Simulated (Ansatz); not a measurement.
Runs of Ansatz 0.2.0 on MgS. The typed cell holds 2 atoms: a = 3.698 Å, b = 4.001 Å, c = 4.358 Å, α = 52.95°, β = 65.39°, γ = 58.75°. The cell comes from a database or a generator and needn't be the stable form of this composition.

```tsv
screening (1/Å)	share of exact exchange	gap on the mesh (eV)	pressure (GPa)	largest force (eV/Å)
0.6	0.25	3.15	4.1	1.77
0.15	0.25	3.93	3.7	1.77
0.2	0.25	3.79	3.7	1.77
0.2	0.3	4.01	(a)	1.77
0.2	0.15	(c)	4.1	1.77
0.2	0.4	(b)	3.1	1.77
0.1	0.25	4.09	3.6	1.77
0.2	0.1	3.16	4.3	1.77
0.4	0.25	3.39	3.9	1.77
0.3	0.25	3.57	3.8	1.77
0.2	0.2	3.58	3.9	1.77
```

Alike in all rows: task single point; level HSE06 form with a typed share of exact exchange; potentials or basis Ansatz PAW; no spin polarisation; cell all atoms moved at random, sigma 0.02 Å a component, cell strained at random, sigma 0.1; k mesh 5 × 5 × 4; cutoff (eV) 420; smearing fermi-dirac 0.05 eV; the mesh is coarse, so values aren't converged.

Q: Fill in the values left out.

A: (a) 3.5; (b) 4.45; (c) 3.37.

Caveats: all runs use coarse meshes; odd divisions of the mesh miss points on the zone boundary, where band edges often lie, so the gap on the mesh can be too wide; the PAW data sets come from PBE, with cores solved anew for the run's functional, which leaves a small shift of forces and pressure; forces of over 1 eV/Å show positions far from the minimum, so gaps and moduli don't describe the material at rest; the thresholds are loose for stress.

A k mesh can miss the band edges.
